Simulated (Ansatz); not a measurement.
# Structures of WSe2: which is lowest?

Plane-wave DFT in Ansatz with scalar-relativistic PAW potentials, cutoff 420 eV, Γ-centred meshes chosen by cell and gap, Gaussian smearing with energies taken to zero width. Every cell was relaxed (cell and atoms) in a run of its own, within the symmetry of its start. Functional: PBE+D3(BJ).

Relaxed structures (starts from databases or built by putting these elements on another compound's sites):
A. P-6m2, 9 atoms in the computed cell, a = 3.279 Å, c = 19.787 Å; sites (symmetry × multiplicity) W -6m2 × 1 + 3m. × 2, Se 3m. × 2 + 3m. × 2 + 3m. × 2; start: database
B. P6_3/mmc, 6 atoms in the computed cell, a = 3.279 Å, c = 12.789 Å; sites (symmetry × multiplicity) W -6m2 × 2, Se 3m. × 4; start: database
C. P-6m2, 3 atoms in the computed cell, a = 3.279 Å, c = 7.006 Å; sites (symmetry × multiplicity) W -6m2 × 1, Se 3m. × 2; start: database

Problem. Rank them by energy. Could pressure change the order?

Solution.
| structure | group | E − E(lowest) (meV/atom) | V (Å³/atom) | gap on mesh (eV) |
| --- | --- | --- | --- | --- |
| B | P6_3/mmc | 0.0 | 19.85 | 0.90 |
| A | P-6m2 | 12.6 | 20.48 | 0.97 |
| C | P-6m2 | 38 | 21.74 | 1.26 |

B is lowest, 13 meV/atom under A. The lowest is also the densest of these, so pressure wouldn't bring one of the others in at first order. Other structures may lie lower than all of these, and vibrations aren't counted.

Spin-orbit coupling is left out, which matters for the bands of heavy elements.